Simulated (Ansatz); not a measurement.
Hf2S, 6 atoms in the cell. It takes space group P6_3/mmc (No. 194, hexagonal). Conventional cell: a = 3.374 Å, b = 3.374 Å, c = 11.717 Å, α = 90.00°, β = 90.00°, γ = 120.00°. Hf (site symmetry 3m) is surrounded by 3 S at 2.62 Å. S (site symmetry -6m2) has 6 Hf at 2.62 Å as nearest neighbours. The cell comes from a database or a generator and needn't be the stable form of this composition.

| Item | Value |
| --- | --- |
| Program | Ansatz 0.2.0 |
| Task | projected density of states |
| Functional | PBEsol |
| Potentials or basis | Ansatz PAW |
| Cutoff | 420 eV (not typed: the program's choice for these potentials) |
| k mesh | 9 × 9 × 3 |
| Occupations | fermi-dirac, width 0.05 eV |
| Spin | no spin polarisation |
| Hubbard terms | Hf d U = 8 eV |
| Hubbard projectors | ortho-atomic (the default) |
| Double counting | fll (the default) |

Potentials or basis: Ansatz PAW.

Run with:

```bash
$ ansatz run input.yaml --threads 2 --pin off --max-ram 5632MiB --backend cpu --events-out ev --progress --plain --runs-dir out
```

Hardware: 2 threads of Arm Neoverse V2 (shared host).

Q: Estimate the wall time of this run.

A: It took 25 s on 2 threads of Arm Neoverse V2, on a shared host, peak memory 0.81 GiB. Counts: scf iterations 13, plane waves 2271, k points 24, bands 73.
